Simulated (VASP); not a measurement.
The system is FeO (Wuestite).

```
Fe O
1.0
     0.00000    2.15540    2.15540
     2.15540    0.00000    2.15540
     2.15540    2.15540    0.00000
Fe O
1 1
Direct
  0.00000 0.00000 0.00000
  0.50000 0.50000 0.50000
```

| Property | Result |
| --- | --- |
| Program | VASP 6.6.1 |
| Task | relaxation of cell and atoms |
| Functional | PBE |
| Dispersion | D4 |
| Potentials or basis | VASP PAW PBE potentials, release 64 (Fe, O) |
| Cutoff | 600 eV |
| k mesh | 8 × 8 × 8 |
| Occupations | fermi-dirac, width 0.05 eV |
| Spin | collinear spin, ferromagnetic start |
| Starting moments | [3.0, 0.0] μB |

At the start: pressure -4.5 GPa; volume 10.01 Å³/atom.

Q: Where does the relaxation end?

A: Over 9 steps the energy falls by 3.3 meV/atom and the volume is 9.84 Å³/atom (-1.7 %); space group Fm-3m (No. 225, to 0.05 Å); moment 4.00 μB per cell.

The path:
| step | energy change (eV) | largest force (eV/Å) | pressure (GPa) | volume (Å³) |
| --- | --- | --- | --- | --- |
| 1 | 0.0000 | 0.0000 | -4.54 | 20.03 |
| 2 | 0.1949 | 0.0000 | 4.65 | 19.22 |
| 3 | 0.0053 | 0.0000 | 133.35 | 19.61 |
| 4 | -0.0004 | 0.0000 | -4.42 | 20.01 |
| 5 | -0.0049 | 0.0000 | -2.82 | 19.81 |
| 6 | -0.0063 | 0.0000 | -1.57 | 19.71 |
| 7 | -0.0064 | 0.0000 | 3.01 | 19.66 |
| 8 | -0.0064 | 0.0000 | -1.20 | 19.70 |
| 9 | -0.0065 | 0.0000 | -0.01 | 19.68 |

Final structure:
```yaml
crystal:
  lattice:
    - [0.00000, 2.14290, 2.14290]
    - [2.14290, 0.00000, 2.14290]
    - [2.14290, 2.14290, 0.00000]
  atoms:
    - { symbol: Fe, position: [0.00000, 0.00000, 0.00000] }
    - { symbol: O, position: [0.50000, 0.50000, 0.50000] }
```

Caveat: a cell with one magnetic atom can't hold antiferromagnetic order, which such compounds often take; pairwise dispersion overbinds metals, which lowers pressure and volume.
